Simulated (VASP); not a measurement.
Set up this calculation in VASP 6.6.1, as the native input.

| Quantity | Value |
| --- | --- |
| Task | single point |
| Functional | PBE |
| Potentials or basis | VASP PAW PBE potentials, release 64 (Ge_d_GW) |
| Cutoff | 500 eV |
| k mesh | 4 × 4 × 4 |
| Occupations | gaussian, width 0.02 eV |
| Spin | no spin polarisation |
| Further INCAR settings | ALGO = Normal; EDIFF = 1e-06; NBANDS = 13 |

The structure of Ge lies in POSCAR:

```
Ge
1.0
    1.3971490000     -2.6005160000      0.0000000000
    1.3971490000      2.6005160000      0.0000000000
    0.0000000000      0.0000000000      2.6982310000
Ge
1
Direct
    0.5000000000      0.5000000000      0.0000000000
```

This isn't the form of Ge at room conditions, which is diamond.

These files were run (other wordings do the same):

INCAR

```
SYSTEM = Ge
PREC     = Accurate       ! precision mode
ENCUT    = 500            ! plane-wave cutoff, eV
EDIFF    = 1E-6           ! SCF threshold, eV
ISMEAR   = 0              ! smearing method
SIGMA    = 0.02           ! smearing width, eV
LREAL    = .FALSE.        ! projectors in reciprocal space
LASPH    = .TRUE.         ! aspherical terms in the spheres
NELM     = 60             ! most SCF steps
ALGO     = Normal         ! electronic algorithm
ISIF     = 2              ! what is computed and relaxed
LWAVE    = .FALSE.        ! write WAVECAR
LCHARG   = .FALSE.        ! write CHGCAR
GGA      = PE             ! functional
NBANDS   = 13             ! bands
```

KPOINTS

```
regular mesh
0
G
  4 4 4
  0 0 0
```

Potentials or basis: VASP PAW PBE potentials, release 64 (Ge_d_GW).

The run is started by

```sh
$ cat potpaw_PBE.64/Ge_d_GW/POTCAR > POTCAR
$ mpirun -np 1 vasp_std > vasp.out
```

It gave:

```json
{
  "Pressure": "0.4 GPa",
  "Band gap on the k mesh": "none (metal or under the smearing width)"
}
```

Caveat: the k mesh is coarse (spacing up to 0.64 Å⁻¹), so the values aren't converged.

Run time: 3.2 s on 1 thread of Intel(R) Xeon(R) Platinum 8488C (Sapphire Rapids) (shared host), peak memory 0.13 GiB.
